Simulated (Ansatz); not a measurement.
# Relaxing Y

Computed with DFT PBE, scalar-relativistic, plane waves, PAW (Ansatz). Cutoff 420 eV, Γ-centred k mesh, Gaussian smearing, no spin polarisation in the final step.

The start is a database structure of Y, space group P6_3/mmc (No. 194).

```xyz
4
Lattice="3.6425 0.0000 0.0000 -1.8213 3.1545 0.0000 0.0000 0.0000 11.8441" Properties=species:S:1:pos:R:3 pbc="T T T"
Y     0.0000    0.0000    0.0000
Y     0.0000    2.1030    2.9610
Y     0.0000    0.0000    5.9221
Y     1.8213    1.0515    8.8831
```

Steps on the 15×15×4 mesh (4 atoms). 3 of 4 steps are shown, and the free energy counts from the last. Trial steps that were taken back and renewals of the plane-wave basis can be among the rows.

```tsv
step	ΔF (meV/atom)	V (Å³/atom)	P (GPa)
1	9.3	34.02	-1.72
2	0.0	32.42	0.04
4	0.0	32.46	0.00
```

A final relaxation ran on a 15×15×4 mesh. The relaxed crystal, P6_3/mmc (No. 194):

```
Y
1.0
     3.59928    0.00000    0.00000
    -1.79964    3.11707    0.00000
     0.00000    0.00000   11.57249
Y
4
Direct
  0.00000 0.00000 0.00000
  0.33333 0.66667 0.25000
  0.00000 0.00000 0.50000
  0.66667 0.33333 0.75000
```

| Property | Result |
| --- | --- |
| Volume per atom | 32.46 Å³ |
| Density | 4.55 g/cm³ |
| Energy over the standard structure | 0.01 eV/atom |
| Gap on the 15×15×4 mesh | 0 eV (a metal) |

Energies count from the standard state of Y at the same level.

The final run used a 15×15×4 mesh on its 4-atom cell and 0.10 eV smearing. For metals, differences of a few meV/atom aren't resolved.

A structure relaxed within its symmetry needn't be a true minimum.